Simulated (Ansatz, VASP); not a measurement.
**Two plane-wave programs on TiO2**

Contents of POSCAR:

```
TiO2
1.0
    4.5150000000      0.0000000000      0.0000000000
    0.0000000000      5.4970000000      0.0000000000
    0.0000000000      0.0000000000      4.9390000000
Ti O
4 8
Direct
    0.0000000000      0.1745255531      0.2500000000
    0.5000000000      0.3254744469      0.7500000000
    0.0000000000      0.8254744469      0.7500000000
    0.5000000000      0.6745255531      0.2500000000
    0.2703968752      0.3819143471      0.4196924314
    0.2296031248      0.1180856529      0.9196924314
    0.7703968752      0.1180856529      0.5803075686
    0.7296031248      0.3819143471      0.0803075686
    0.7296031248      0.6180856529      0.5803075686
    0.7703968752      0.8819143471      0.0803075686
    0.2296031248      0.8819143471      0.4196924314
    0.2703968752      0.6180856529      0.9196924314
```

Contents of INCAR.step1:

```
SYSTEM = TiO2
PREC = Accurate
ENCUT = 520
ISMEAR = -1
SIGMA = 0.02
LREAL = .False.
LASPH = .True.
NELM = 100
NBANDS = 60
GGA = PE
ALGO = Normal
EDIFF = 1E-4
LWAVE = .True.
LCHARG = .False.
```

The input INCAR.step2:

```
SYSTEM = TiO2
PREC = Accurate
ENCUT = 520
EDIFF = 1E-8
ISMEAR = -1
SIGMA = 0.02
LREAL = .False.
LASPH = .True.
NELM = 100
ALGO = Normal
ISIF = 2
LWAVE = .False.
LCHARG = .False.
METAGGA = R2SCAN
LMIXTAU = .True.
LEFG = .True.
NBANDS = 60
ISTART = 1
```

The input KPOINTS:

```
regular mesh
0
Gamma
  5 5 5
  0 0 0
```

Input for Ansatz:

```yaml
crystal:
  lattice:
    - [4.515, 0.0, 0.0]
    - [0.0, 5.497, 0.0]
    - [0.0, 0.0, 4.939]
  atoms:
    - { symbol: Ti, position: [0.0, 0.1745255531, 0.25] }
    - { symbol: Ti, position: [0.5, 0.3254744469, 0.75] }
    - { symbol: Ti, position: [0.0, 0.8254744469, 0.75] }
    - { symbol: Ti, position: [0.5, 0.6745255531, 0.25] }
    - { symbol: O, position: [0.2703968752, 0.3819143471, 0.4196924314] }
    - { symbol: O, position: [0.2296031248, 0.1180856529, 0.9196924314] }
    - { symbol: O, position: [0.7703968752, 0.1180856529, 0.5803075686] }
    - { symbol: O, position: [0.7296031248, 0.3819143471, 0.0803075686] }
    - { symbol: O, position: [0.7296031248, 0.6180856529, 0.5803075686] }
    - { symbol: O, position: [0.7703968752, 0.8819143471, 0.0803075686] }
    - { symbol: O, position: [0.2296031248, 0.8819143471, 0.4196924314] }
    - { symbol: O, position: [0.2703968752, 0.6180856529, 0.9196924314] }
kpoints:
  mp_grid: { grid: [5, 5, 5] }
scf:
  occupations: { method: fermi_dirac, width: 0.02 }
hamiltonian:
  xc: r2scan
  pseudopotentials: { kind: paw }
output:
  forces: true
  stress: true
  populations: true
  efg:
    quadrupole_moments_barn: { Ti: 0.247, O: -0.02558 }
    contact_densities: true
```

Alike in both runs: task electric field gradients; functional r2SCAN; k mesh 5 × 5 × 5; occupations fermi-dirac, width 0.02 eV; no spin polarisation.

|  | VASP | Ansatz |
| --- | --- | --- |
| version | VASP 6.6.1 | Ansatz 0.2.0 |
| potentials or method | VASP PAW PBE potentials, release 64 (Ti_sv, O) | plane-wave PAW, scalar-relativistic |
| plane-wave cutoff (eV) | 520 | 500 |
| valence electrons in the cell | 96 | 96 |

Ansatz gave:

| Quantity | Value |
| --- | --- |
| gap on the k mesh at the Fermi level (eV) | 3.02 |
| pressure (GPa) | -0.1 |
| largest component of the traceless stress (GPa) | 2.12 |
| rms of the force components (eV/Å) | 0.017 |
| Vzz of the field gradient on the site that differs most (V/Å²) | -29.8 |

Question: What did VASP give for the same quantities?

Answer: gap on the k mesh at the Fermi level (eV): 3.04; pressure (GPa): 1.2; largest component of the traceless stress (GPa): 1.97; rms of the force components (eV/Å): 0.055; Vzz of the field gradient on the site that differs most (V/Å²): -28.7.

Atom by atom the forces differ by 0.049 eV/Å (rms over components).

Caveats: the PAW data sets were made with another functional, which shifts forces and pressure a little (VASP); an odd mesh through Γ misses points on the zone boundary, where band edges often lie. r2SCAN opens gaps a little over a GGA but as a rule still falls short of measured ones.
